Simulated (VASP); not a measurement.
Input of a VASP 6.6.1 run:

The input INCAR:

```
PREC = Accurate ; ENCUT = 520
EDIFF = 1E-6 ; ISMEAR = 0
SIGMA = 0.03 ; LREAL = F
LASPH = T ; NELM = 80
ALGO = Normal ; ISIF = 2
LWAVE = F ; LCHARG = F
GGA = PE ; LOPTICS = T
NBANDS = 52 ; NEDOS = 1000
CSHIFT = 0.05 ; KPAR = 2
```

KPOINTS

```
regular mesh
0
Gamma
  8 8 8
```

Contents of POSCAR:

```
BaTiO3                                  
1.0
    3.9671433514      0.0000000000      0.0000000000
    0.0000000000      3.9671433514      0.0000000000
    0.0000000000      0.0000000000      4.0656693611
  Ba              Ti              O             
     1     1     3
Direct
     1.0000000000000000    0.0000000000000000    0.9986018169556405
     0.5000000000000000    0.5000000000000000    0.4819255879355182
     0.5000000000000000    0.5000000000000000    0.0291004766978163
     0.5000000000000000    0.0000000000000000    0.5166860592055121
     1.0000000000000000    0.5000000000000000    0.5166860592055121
```

Potentials or basis: VASP PAW PBE potentials, release 64 (Ba_sv, Ti_sv, O).

Run with:

```sh
$ cat potpaw_PBE.64/Ba_sv/POTCAR potpaw_PBE.64/Ti_sv/POTCAR potpaw_PBE.64/O/POTCAR > POTCAR
$ mpirun -np 2 vasp_std > vasp.out
```

(1) What does it give for the largest force?

(2) What does it give for the pressure?

(3) Estimate the band gap on the k mesh.

## Answers

(1) 0.093 eV/Å.

(2) 6.4 GPa.

(3) 1.81 eV, indirect (least direct gap 2.24 eV).

Caveat: spin-orbit coupling is left out, which moves the levels of the heavy elements.
